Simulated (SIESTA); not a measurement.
**ZnO (zincite) in SIESTA: the effect of functional**

Crystal: ZnO (zincite).

```xyz
4
Lattice="3.2493 0.0000 0.0000 -1.6247 2.8140 0.0000 0.0000 0.0000 5.2057" Properties=species:S:1:pos:R:3 pbc="T T T"
Zn    1.6247    0.9380    0.0000
Zn    0.0000    1.8760    2.6029
O     0.0000    1.8760    4.5759
O     1.6247    0.9380    1.9730
```

Alike in all runs:

| Quantity | Value |
| --- | --- |
| Program | SIESTA 5.4.2 |
| Task | band structure |
| Basis | DZP (energy shift 0.003 Ry; two zetas on semicore shells) |
| Grid cutoff | 800 Ry |
| Energy shift | 0.003 Ry |
| k mesh | 9 × 9 × 5 |
| Occupations | fermi-dirac, width 0.05 eV |
| Spin | no spin polarisation |

```tsv
functional	potentials or basis	gap on the mesh (eV)	pressure (GPa)	largest force (eV/Å)
AM05	PseudoDojo 0.4 standard (PBEsol files)	0.99	0.0	0.08
BLYP	PseudoDojo 0.4 standard (PBE files)	?	?	?
vdW-DF-cx	PseudoDojo 0.4 standard (PBE files)	0.95	1.6	0.09
```

Question: What does the run with functional BLYP give?

Answer: gap on the mesh 1.13 eV; pressure 10.3 GPa; largest force 0.10 eV/Å.

Caveats: short orbitals over semicore shells can move pressures by several GPa; the valence orbitals were made in a potential fitted to the semicore shell under them, which widens gaps by tenths of an eV or more; the potentials were made for another functional, which shifts forces and pressure; the basis of atomic orbitals isn't converged, which shifts pressures, moduli and gaps.

